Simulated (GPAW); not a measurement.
Here is a GPAW 26.7.0 calculation.

The input run.py:

```python
import numpy as np
from ase import Atoms
from ase.dft.bandgap import bandgap
from ase.io import write
from gpaw import GPAW, PW
from gpaw.response.df import DielectricFunction

atoms = Atoms(['As', 'Ga'],
              cell=[[0.0, 2.82685, 2.82685],
                    [2.82685, 0.0, 2.82685],
                    [2.82685, 2.82685, 0.0]],
              scaled_positions=[[0.75, 0.75, 0.75],
                                [0.0, 0.0, 0.0]],
              pbc=True)

calc = GPAW(mode=PW(450),
            xc='LDA',
            kpts={'size': (7, 7, 7), 'gamma': True},
            occupations={'name': 'fermi-dirac', 'width': 0.001},
            nbands=11,
            convergence={'density': 1e-06},
            maxiter=150,
            txt='gpaw.txt')
atoms.calc = calc
energy = atoms.get_potential_energy()
calc.write('gs.gpw')
write('result.traj', atoms)
print(f'Energy: {energy:.6f} eV')
print('Fermi level:', round(calc.get_fermi_level(), 4), 'eV')
print(f'Gap: {bandgap(calc)[0]:.4f} eV, direct: {bandgap(calc, direct=True)[0]:.4f} eV')

for size in [(15, 15, 15), (21, 21, 21)]:
    name = 'x'.join(str(n) for n in size)
    dense = calc.fixed_density(kpts={'size': size, 'gamma': True},
                               nbands=30, convergence={'bands': 24, 'eigenstates': 1e-7},
                               update_fermi_level=True, txt=f'dense-{name}.txt')
    dense.write(f'{name}.gpw', mode='all')
    df = DielectricFunction(f'{name}.gpw', frequencies=np.array([0.0]), hilbert=False, eta=0.001,
                            ecut=80, nbands=24, intraband=False, txt=f'df-{name}.txt')
    for xc in ['RPA', 'LR0.2', 'ALDA_X']:
        for direction in ['x', 'y', 'z', [0, 1, 1], [1, 0, 1], [1, 1, 0]]:
            e0, e = df.get_macroscopic_dielectric_constant(xc=xc, direction=direction)
            print(f'{name} {xc} {direction}: {e0:.4f} without, {e:.4f} with local fields')
```

Potentials or basis: the program's PAW data sets (release 1.2.1) made for this functional, pw.

Launch:

```console
$ OMP_NUM_THREADS=1 python run.py
```

What does it give for the electronic dielectric tensor (diagonal)?

15.47.

Estimate the band gap on the k mesh.

0.36 eV, direct.

Electronic dielectric tensor:
```
15.47  0.00  0.00
 0.00 15.47  0.00
 0.00  0.00 15.47
```

Caveat: the dielectric constant isn't converged in the k mesh; the gap is small at this level, which inflates the dielectric constant; the long-wavelength limit can be off by a per cent or two; an odd mesh through Γ misses points on the zone boundary, where band edges often lie.

**What was measured.**

A printed reference work, textbook reports, for a bulk crystal of GaAs at 300 K: high-frequency dielectric constant 10.89.

The gap isn't set beside the measured one, since this odd mesh misses points on the zone boundary. A measured high-frequency dielectric constant of GaAs is 10.89 (300 K; a printed reference work, textbook); the calculated 15.47 misses it by +42.0 %. So large a miss can be the level of theory's own, or it may mean another phase, state or a wrong row.
